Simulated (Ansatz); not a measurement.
## A plane-wave run on SrTiO$_{3}$

The input, for Ansatz 0.2.0 (plane waves, PAW):

```yaml
crystal:
  lattice:
    - [3.957801, -0.063281, 0.093522]
    - [-0.063281, 3.96242, -0.061924]
    - [0.093522, -0.061924, 3.969328]
  atoms:
    - { symbol: Sr, position: [0.006966, 0.988506, 0.987949] }
    - { symbol: Ti, position: [0.484224, 0.457594, 0.456988] }
    - { symbol: O, position: [0.99008, 0.544707, 0.514091] }
    - { symbol: O, position: [0.424377, 0.980208, 0.532675] }
    - { symbol: O, position: [0.486408, 0.511924, 0.014595] }
kpoints:
  mp_grid: { grid: [5, 5, 5], shift: [0.0, 0.0, 0.5] }
magnetization:
  spin_polarized: true
scf:
  occupations: { method: cold, width: 0.047 }
  lower_state_search: "off"
  max_iter: 200
hamiltonian:
  pseudopotentials: { kind: paw }
  xc: r2scan
  hubbard:
    projectors: all-electron-ortho-atomic
    sites: [{ species: Ti, l: d, u_eff: 1.49 }]
basis:
  ecutwfc: 500
  fft_grid_basis: typed
output:
  forces: true
  stress: true
  eigenvalues: true
  bader: true
  populations: true
  elf: true
  write_potential: true
  volumetric_format: npy
  dos:
    e_range: [-12, 8]
    de: 0.05
    projected: { site_lists: { O: [O], Sr: [Sr], Ti: [Ti] } }
checkpoint:
  read: saved_state
```

The saved state is an earlier solution for the same cell, perhaps on another mesh. The state carries no moments; the state need not be the lowest.

Output (shortened):

```
Sr: projections on atomic orbitals take those of the free atom [Ar 3d10] 4s2 4p6 5s2, of charge +0.00 (hamiltonian.pseudopotentials.projection_atoms); the dataset's partial waves leave at most 2.8e-6 of an orbital's norm unspanned inside its sphere
Ti: projections on atomic orbitals take those of the free atom [Ne] 3s2 3p6 3d2 4s2, of charge +0.00 (hamiltonian.pseudopotentials.projection_atoms); the dataset's partial waves leave at most 4.1e-7 of an orbital's norm unspanned inside its sphere
O: projections on atomic orbitals take those of the free atom [He] 2s2 2p4, of charge +0.00 (hamiltonian.pseudopotentials.projection_atoms); the dataset's partial waves leave at most 1.9e-8 of an orbital's norm unspanned inside its sphere
band count auto-derived: 26 (N_el = 40.0; filled up to band 20; 25 by the electrons, moments and atoms)
Pseudopotentials: kind: paw
Pseudopotential: Sr, paw, valence charge 10, recommended cutoff 500 eV (meta_gga), Sr.paw.azcp
Pseudopotential: Ti, paw, valence charge 12, recommended cutoff 500 eV (meta_gga), Ti.paw.azcp
Pseudopotential: O, paw, valence charge 6, recommended cutoff 500 eV (meta_gga), O.paw.azcp
Functional definition: r2SCAN
  exchange = r2scan_x(k0 = k0, k1 = k1, a1 = a1)
  correlation = r2scan_c
Crystal: 5 atoms, lattice volume = 62.184 Å³
Basis set: ecut = 500 eV, 1583 PW (Γ), exchange–correlation on 120×120×120 points (64 copies of the dense FFT grid, shifted against one another)
Bands: 26, of which v1, the nominal top of the filled ones, is band 20 counted from 1 (19 counted from 0)
Symmetry: 1 space group operations
Space group: P1 (ITA 1), of the structure as read, at distance tolerance 4.0e-5 Å
k-points: 63 of 125 (time reversal used)
Initial density: read from a saved state, or passed on in memory by an earlier SCF of this step, an earlier step, the calling program or the single point that the run made first
Functional: x = r2scan, c = r2scan; τ floored in thin density (d = 2e-4 eV/Å³)
Magnetization: 0.0000 μB (20.0000 up, 20.0000 down)
Absolute magnetization: 0.0000 μB (∫|ρ↑−ρ↓|)
Spin contamination: 0.0000 ħ² per cell (⟨S²⟩ above its minimum at these occupations)
Per-site moments (μB) at R_I (Å): [(0.0, 0.9863), (0.0, 0.7327), (0.0, 0.8245), (0.0, 0.7963), (0.0, 0.7327)]
Free energy (F): -7772.6438 eV
Harris-Foulkes:  -7772.6438 eV  (|F-HF|=6.64e-9)
Internal energy: -7772.6438 eV  (E = F + TS)
E sigma→0 (E₀):  -7772.6438 eV
Fermi energy:    10.7274 eV
--- Per-component energies (eV) ---
  E_band       = -263.3282
  E_kinetic    = 1049.3857
  E_local      = -2448.1113  (includes V_loc(G=0)·N_el)
  E_nonlocal   = 344.7708
  E_hartree    = 855.5924
  E_xc         = -480.8121
  E_vxc        = -633.4079  (∫ρ·V_xc dr)
  E_hubbard    = 1.2876  (on-site DFT+U / exact-exchange correction)
  E_vhub       = 0.8877  (the Hubbard potential's part of the band-sum identity)
  E_paw        = -4249.0431  (= ΣΔE_a)
  E_vpaw       = -327.2802  (= ΣTr[D̂ρ^β])
  E_aug_tail   = 0.0032  (compensation charges beyond the density's cutoff)
  E_vtau       = 39.2415  (kinetic-family band-sum trace: ∫τ·v_τ [+ j·A + Jᵃ·Aᵃ] dr)
  E_ewald      = -2845.2217
  E_core_change = -0.4953  (= ΣΔE_core)
  E_smearing   =  0.0000  (= −TS)
--- Forces (eV/Å), atoms counted from 1 ---
  atom   1  Sr    -0.4951    -0.5311     0.0724
  atom   2  Ti    -0.1080     1.0876     1.8445
  atom   3  O     -1.3807    -1.7925    -0.4581
  atom   4  O      1.7338     2.1013    -1.0242
  atom   5  O      0.2500    -0.8653    -0.4345
--- Stress (GPa, compression-positive) ---
       -4.0992       4.2720      -6.1012
        4.2720      -6.0848       5.2272
       -6.1012       5.2272       2.5418
  P = ⅓ Tr σ = -2.5474 GPa (-25.474 kbar)
--- Löwdin populations: 5 sites ---
  site symbol       q [e]    m [muB]
     0     Sr      8.2600     0.0000
     1     Ti     10.6693     0.0000
     2      O      6.9524     0.0000
     3      O      6.9396     0.0000
     4      O      6.8570     0.0000
  spilling = 0.0080 (of n_electrons = 40.0000)
--- Bader charges: 5 sites ---
  site symbol  charge [e]  shift [e]    m [muB]
     0     Sr      1.6184     0.0001     0.0000
     1     Ti      2.3190     0.0044     0.0000
     2      O     -1.3377     0.0006     0.0000
     3      O     -1.3225     0.0008     0.0000
     4      O     -1.2772     0.0029     0.0000
```

Total energies depend on the potentials used, so only differences within one code and one set of settings carry meaning.

Origin: a strained cell with displaced atoms, so it need not be a known compound. Caveats: the input typed no starting moments; atoms or cell far from equilibrium.
